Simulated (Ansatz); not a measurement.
# SiO2: the cost of one run

Method: DFT PBE, scalar-relativistic, plane waves, PAW, in Ansatz 0.2.0.

1 further run of the same task is left out (set aside as unsound or not needed).

## (1) The starting structure

Symmetry: P4_12_12, No. 92, tetragonal system. The conventional cell has a = 5.084 Å, b = 5.084 Å, c = 7.101 Å, α = 90.00°, β = 90.00°, γ = 90.00°. Si (site symmetry 2) is surrounded by 4 O at 1.62 to 1.63 Å. O (site symmetry 1) is surrounded by 2 Si at 1.62 to 1.63 Å.

As a file:

```
CELL_PARAMETERS angstrom
5.08370 0.00000 0.00000
0.00000 5.08370 0.00000
0.00000 0.00000 7.10088
ATOMIC_POSITIONS crystal
Si 0.29386 0.29386 0.00000
Si 0.20614 0.79386 0.25000
Si 0.70614 0.70614 0.50000
Si 0.79386 0.20614 0.75000
O 0.24118 0.09345 0.17423
O 0.40655 0.74118 0.42423
O 0.75882 0.90655 0.67423
O 0.59345 0.25882 0.92423
O 0.74118 0.40655 0.57577
O 0.90655 0.75882 0.32577
O 0.25882 0.59345 0.07577
O 0.09345 0.24118 0.82577
```

It is the result of an earlier relaxation at this level (volume 15.29 Å³/atom; gap on the mesh: 5.51 eV).

## (2) Static run: bands, density of states and charges

input.yaml

```yaml
crystal:
  lattice:
    - [5.0837000239, 0.0, 0.0]
    - [0.0, 5.0837000239, 0.0]
    - [0.0, 0.0, 7.1008765318]
  atoms:
    - { symbol: Si, position: [0.2938575577, 0.2938575577, 0.0] }
    - { symbol: Si, position: [0.2061424423, 0.7938575577, 0.25] }
    - { symbol: Si, position: [0.7061424423, 0.7061424423, 0.5] }
    - { symbol: Si, position: [0.7938575577, 0.2061424423, 0.75] }
    - { symbol: O, position: [0.2411800976, 0.093452608, 0.174225779] }
    - { symbol: O, position: [0.406547392, 0.7411800976, 0.424225779] }
    - { symbol: O, position: [0.7588199024, 0.906547392, 0.674225779] }
    - { symbol: O, position: [0.593452608, 0.2588199024, 0.924225779] }
    - { symbol: O, position: [0.7411800976, 0.406547392, 0.575774221] }
    - { symbol: O, position: [0.906547392, 0.7588199024, 0.325774221] }
    - { symbol: O, position: [0.2588199024, 0.593452608, 0.075774221] }
    - { symbol: O, position: [0.093452608, 0.2411800976, 0.825774221] }
basis:
  ecutwfc: 420
kpoints:
  mp_grid: { grid: [6, 6, 4] }
  band_path:
    path:
      - [[0.0, 0.0, 0.0], [0.0, 0.5, 0.0], [0.5, 0.5, 0.0], [0.0, 0.0, 0.0], [0.0, 0.0, 0.5], [0.0, 0.5, 0.5], [0.5, 0.5, 0.5], [0.0, 0.0, 0.5]]
      - [[0.0, 0.5, 0.0], [0.0, 0.5, 0.5]]
      - [[0.5, 0.5, 0.0], [0.5, 0.5, 0.5]]
    npoints: 10
hamiltonian:
  xc: pbe
scf:
  occupations: { method: gaussian, width: 0.02 }
  n_extra_bands: 30
output:
  forces: true
  stress: true
  eigenvalues: true
  populations: true
  dos: { projected: true, de: 0.02, nscf_kmesh: { grid: [9, 9, 6] } }
  bader: false
  write_density: true
  write_potential: true
  elf: true
  volumetric_format: npy
```

Run with:

```sh
> ansatz run input.yaml --threads 4 --pin off --max-ram 10240MiB --backend cpu --events-out ev --progress --plain --runs-dir out
```

What time and memory should one allow on 4 threads of Oxide Virtual Turin-like (Zen 5), shared host?

About 37 s, with a peak of 1 GiB.
